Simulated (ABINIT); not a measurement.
A run of ABINIT 10.8.3 (patched build):

Contents of run.abi:

```
# Datasets: one volume each
ndtset 7
getwfk -1
scalecart1 3*0.9795861087
scalecart2 3*0.9864848297
scalecart3 3*0.9932883884
scalecart4 3*1.0000000000
scalecart5 3*1.0066227096
scalecart6 3*1.0131594038
scalecart7 3*1.0196128224

# Pseudopotentials
pp_dirpath "./"
pseudos "Ta.GGA_PBE-JTH.xml, N.GGA_PBE-JTH.xml"

# Structure
acell 3*1.0
rprim
     0.0000000000     4.1787948431     4.1787948431
     4.1787948431     0.0000000000     4.1787948431
     4.1787948431     4.1787948431     0.0000000000
ntypat 2
znucl 73 7
natom 2
typat 1 2
xred
     0.5000000000     0.5000000000     0.5000000000
     0.0000000000     0.0000000000     0.0000000000

# Plane-wave basis
ecut 25.0
pawecutdg 47.0

# k points
kptopt 1
ngkpt 10 10 10
nshiftk 1
shiftk 0.0 0.0 0.0

# Exchange and correlation
ixc -106132

# Bands and occupations
nband 13
occopt 3
tsmear 0.00183747

# SCF cycle
nstep 100
tolvrs 1.0e-9

# Output
iomode 3
prtwf 1
prtden 0
prteig 0
prtebands 0
enunit 1
```

Potentials or basis: JTH PAW PBE v2.0.

Launch:

```bash
$ abinit run.abi > log 2>&1
```

Hardware: 1 thread of Intel(R) Xeon(R) Platinum 8259CL CPU @ 2.50GHz (Skylake/Cascade Lake) (shared host).

Problem. Estimate the wall time of this run.

Solution. It took 3.6 min on 1 thread of Intel(R) Xeon(R) Platinum 8259CL CPU @ 2.50GHz (Skylake/Cascade Lake), on a shared host, peak memory 0.15 GiB. Counts: scf iterations 82, mpi ranks 1, k points 47, bands 13, plane waves 845.
